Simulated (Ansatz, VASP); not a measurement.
In3Se: VASP beside Ansatz

Contents of INCAR:

```
SYSTEM = In3Se
PREC = Accurate
ENCUT = 520
EDIFF = 1E-6
ISMEAR = 0
SIGMA = 0.1
LREAL = .False.
LASPH = .True.
NELM = 80
ALGO = Normal
ISIF = 2
LWAVE = .False.
LCHARG = .False.
GGA = PS
NBANDS = 30
```

KPOINTS

```
Automatic mesh
0
Gamma
  2 2 2
  0 0 0
```

Contents of POSCAR:

```
In3Se
1.0
    4.8037580000      0.0000000000      0.0000000000
    0.0000000000      4.8037580000      0.0000000000
    0.0000000000      0.0000000000      4.8037580000
In Se
3 1
Direct
    0.0000000000      0.5000000000      0.5000000000
    0.5000000000      0.0000000000      0.5000000000
    0.5000000000      0.5000000000      0.0000000000
    0.0000000000      0.0000000000      0.0000000000
```

Input for Ansatz:

```yaml
crystal:
  lattice:
    - [4.803758, 0.0, 0.0]
    - [0.0, 4.803758, 0.0]
    - [0.0, 0.0, 4.803758]
  atoms:
    - { symbol: In, position: [0.0, 0.5, 0.5] }
    - { symbol: In, position: [0.5, 0.0, 0.5] }
    - { symbol: In, position: [0.5, 0.5, 0.0] }
    - { symbol: Se, position: [0.0, 0.0, 0.0] }
basis:
  ecutwfc: 420
kpoints:
  mp_grid: { grid: [2, 2, 2] }
hamiltonian:
  xc: pbesol
scf:
  occupations: { method: gaussian, width: 0.1 }
output:
  forces: true
  stress: true
  eigenvalues: true
```

Alike in both runs: task single point; functional PBEsol; k mesh 2 × 2 × 2; occupations gaussian, width 0.1 eV; no spin polarisation.

|  | VASP | Ansatz |
| --- | --- | --- |
| version | VASP 6.6.1 | Ansatz 0.2.0 |
| potentials or method | VASP PAW PBE potentials, release 64 (In_d, Se) | scalar-relativistic, plane waves, PAW |
| plane-wave cutoff (eV) | 520 | 420 |
| valence electrons in the cell | 45 | 55 |

|  | VASP | Ansatz | Ansatz less VASP |
| --- | --- | --- | --- |
| gap on the k mesh at the Fermi level (eV) | none | none | - |
| pressure (GPa) | 0.3 | 0.3 | +0.01 |

A gap of «none» marks a metal or a gap that the smearing closes. The two sets of potentials don't hold the same shells in valence.

Caveats: the k mesh is coarse (spacing up to 0.65 Å⁻¹), so the values aren't converged; the PAW data sets were made with another functional, which shifts forces and pressure a little (VASP).
